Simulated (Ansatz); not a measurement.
**Ni under changes of volume**

One of the cells (10.569 Å³/atom); the others are scaled copies at fixed shape and fractional positions:

```xyz
2
Lattice="2.4480 0.0000 0.0000 -1.2240 2.1201 0.0000 0.0000 0.0000 4.0728" Properties=species:S:1:pos:R:3 pbc="T T T"
Ni    1.2240    0.7067    3.0546
Ni    0.0000    1.4134    1.0182
```

This isn't the form of Ni at room conditions, which is fcc.

| Item | Value |
| --- | --- |
| Program | Ansatz 0.2.0 |
| Functional | LDA |
| Potentials or basis | all-electron LAPW, scalar-relativistic |
| Cutoff | 323 eV (chosen from the basis error) |
| Basis error allowed | 0.001 eV/atom |
| k mesh | 12 × 12 × 7 |
| Occupations | fermi-dirac, width 0.05 eV |
| Spin | collinear spin, ferromagnetic start |
| Starting moments | [1.0, 1.0] μB |

```tsv
volume (Å³/atom)	energy over the lowest point (meV/atom)	pressure (GPa)	moment (μB per cell)
9.935	0.60	3.3	1.16
10.146	0.00	-2.1	1.19
10.357	6.04	-6.8	1.22
10.569	17.93	-11.0	1.24
10.780	35.00	-14.7	1.26
10.992	56.66	-17.9	1.28
11.203	?	?	?
```

Question: What does the run at 11.203 Å³/atom give?

Answer: Energy over the lowest point 82.35 meV/atom; pressure -20.8 GPa; moment 1.29 μB per cell.

Worked out: A Birch-Murnaghan fit of order 3 (a polynomial in V^(-2/3)) to the other rows has its minimum at 10.06 Å³/atom with B0 = V·E''(V) = 252 GPa and B' = 5.0 at fixed shape and positions, which overstates the stiffness. It gives 82.25 meV/atom at 11.203 Å³/atom, against the run's 82.35, and -dE/dV = -20.8 GPa, against -20.8. A straight line through the other rows of the moment, of slope 0.112 μB per Å³/atom, extrapolates to 1.31 μB, against the run's 1.29.

Energies are extrapolated to zero smearing.
